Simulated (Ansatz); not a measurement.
W on a Se site in WSe$_{2}$

These are results of DFT PBE, scalar-relativistic, plane waves, PAW in Ansatz, not measurements. Run with 420 eV cutoff, 2×2×2 k-mesh, Gaussian smearing of 0.01 eV, collinear spin in charge +1, -1 alone.

Host crystal, relaxed:

```xyz
6
Lattice="3.3210 0.0000 0.0000 -1.6605 2.8761 0.0000 0.0000 0.0000 15.0438" Properties=species:S:1:pos:R:3 pbc="T T T"
W     1.6605    0.9587   11.2829
W     0.0000    1.9174    3.7610
Se    0.0000    1.9174   12.9609
Se    1.6605    0.9587    5.4390
Se    0.0000    1.9174    9.6048
Se    1.6605    0.9587    2.0829
```

Supercell of 42 atoms, rows in host cell vectors: -2 -3 0; -1 2 0; 0 0 -1. Atoms relax at the host's cell, keeping the symmetry that the supercell leaves at the site. The cell is small, so energies carry finite-size errors of tenths of an eV. The host's Kohn–Sham gap is 1.45 eV. Atoms are taken from and returned to the elements' standard states. Charged cells are corrected for image charges with the computed static dielectric tensor (mean 10.3) and aligned with the host's potential at far atoms (alignment terms reach 0.33 eV; the program doubts the alignment in some charges, where it is up to 0.33 eV). No band-filling term is added, and the Fermi level counts from the host's valence band top.

Spin-orbit coupling is left out, which matters for the bands and energies of heavy elements.

Defect: W on a Se site at (0.333, 0.667, 0.862) of the host cell.

**Question.** What is the formation energy of the neutral defect?

**Answer.** 6.25 eV.

**Question.** Does the neutral defect carry a moment, and how do its surroundings relax?

**Answer.** The neutral run had no spin polarisation, so a moment wasn't tested. The nearest neighbours before are 3 W at 2.55 Å; after relaxation the atoms near the site are 3 W at 2.53 Å; the largest move is 0.36 Å.

**Question.** Charges +1, 0, -1 were computed. Which is stable where in the gap?

**Answer.** Among the charges computed the stable one is +1 at the valence band top, changing to -1 at 0.95 eV. In charge +1 the cell has partly filled bands: a level of the defect may be part filled, the carrier may sit in the host's bands, or levels may cross between the k points, so transitions that involve it are doubtful. Levels between neighbouring charges: (+1/0) 1.00 eV, (0/-1) 0.89 eV.